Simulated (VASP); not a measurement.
Set up this calculation in VASP 6.6.1, as the native input.

```yaml
Task: relaxation of the atoms
Functional: PBE
Dispersion: D3(BJ)
Potentials_or_basis: VASP PAW PBE potentials, release 64 (Cu)
Cutoff: 600 eV
k_mesh: 18 × 18 × 18
Occupations: methfessel-paxton, width 0.1 eV
Spin: no spin polarisation
Further_INCAR_settings: ALGO = Normal; EDIFF = 1e-07; IBRION = 2; EDIFFG = -0.01; NSW = 40
```

The structure of Cu lies in POSCAR:

```
Cu                                      
1.0
    0.0000000000      1.7724646185      1.7724646185
    1.7724646185     -0.0000000000      1.7724646185
    1.7724646185      1.7724646185     -0.0000000000
  Cu            
     1
Direct
     0.0000000000000000    1.0000000000000000    0.0000000000000000
```

The cell isn't the ideal one: a relaxed cell with its volume scaled by 0.98.

The input as run:

INCAR

```
SYSTEM = Cu
PREC = Accurate ; ENCUT = 600
EDIFF = 1E-7 ; ISMEAR = 1
SIGMA = 0.1 ; LREAL = .False.
LASPH = .True. ; NELM = 80
ALGO = Normal ; ISIF = 2
LWAVE = .False. ; LCHARG = .False.
GGA = PE ; IVDW = 12
IBRION = 2 ; NSW = 40
EDIFFG = -0.01
```

KPOINTS

```
Automatic mesh
0
Gamma
  18 18 18
  0 0 0
```

Potentials or basis: VASP PAW PBE potentials, release 64 (Cu).

Launch:

```console
$ cat potpaw_PBE.64/Cu/POTCAR > POTCAR
$ mpirun -np 1 vasp_std > vasp.out
```

Results of the run:

```json
{
 "Pressure after relaxing": "3.4 GPa",
 "Band gap on the k mesh": "none (metal or under the smearing width)",
 "Dispersion energy per atom": "-0.620 eV"
}
```

Caveat: the relaxation stopped at its first step, so nothing moved; pairwise dispersion overbinds metals, which lowers pressure and volume.

It took 9.2 s on 1 thread of Intel(R) Xeon(R) 6975P-C (Granite Rapids) (shared host), peak memory 0.15 GiB.
